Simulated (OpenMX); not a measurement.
PtSe2 (Sudovikovite) under changes of volume

One of the cells (20.671 Å³/atom); the others are scaled copies at fixed shape and fractional positions:

```
Pt Se
1.0
     3.74866    0.00000    0.00000
    -1.87433    3.24644    0.00000
     0.00000    0.00000    5.09552
Pt Se
1 2
Direct
  0.00000 0.00000 0.00000
  0.66667 0.33333 0.75000
  0.33333 0.66667 0.25000
```

| Item | Value |
| --- | --- |
| Program | OpenMX 3.8.5 |
| Functional | PBE |
| Potentials or basis | OpenMX 2013 PBE set, Pt7.0-s3p2d2f1, Se7.0-s3p2d2, fixed grid of 40 × 40 × 60 points |
| k mesh | 9 × 9 × 5 |
| Occupations | fermi-dirac, width 0.05 eV |
| Spin | no spin polarisation |

| volume (Å³/atom) | energy over the lowest point (meV/atom) | largest force (eV/Å) |
| --- | --- | --- |
| 19.049 | 132.30 | 1.759 |
| 19.455 | 89.52 | 1.423 |
| 19.860 | ? | ? |
| 20.671 | 14.50 | 0.570 |
| 21.076 | 4.23 | 0.330 |
| 21.481 | 0.00 | 0.110 |

Task: What does the run at 19.860 Å³/atom give?

Result: Energy over the lowest point 56.32 meV/atom; largest force 1.114 eV/Å.

Worked out: A Birch-Murnaghan fit of order 3 (a polynomial in V^(-2/3)) to the other rows has its minimum at 21.59 Å³/atom, just outside them, with B0 = V·E''(V) = 112 GPa and B' = 4.9 at fixed shape and positions, which overstates the stiffness. It gives 56.34 meV/atom at 19.860 Å³/atom, against the run's 56.32.

Energies are extrapolated to zero smearing.

Caveats: the basis of atomic orbitals isn't converged, which shifts pressures, moduli and gaps; forces of over 1 eV/Å show positions far from the minimum, so gaps and moduli don't describe the material at rest (some runs).
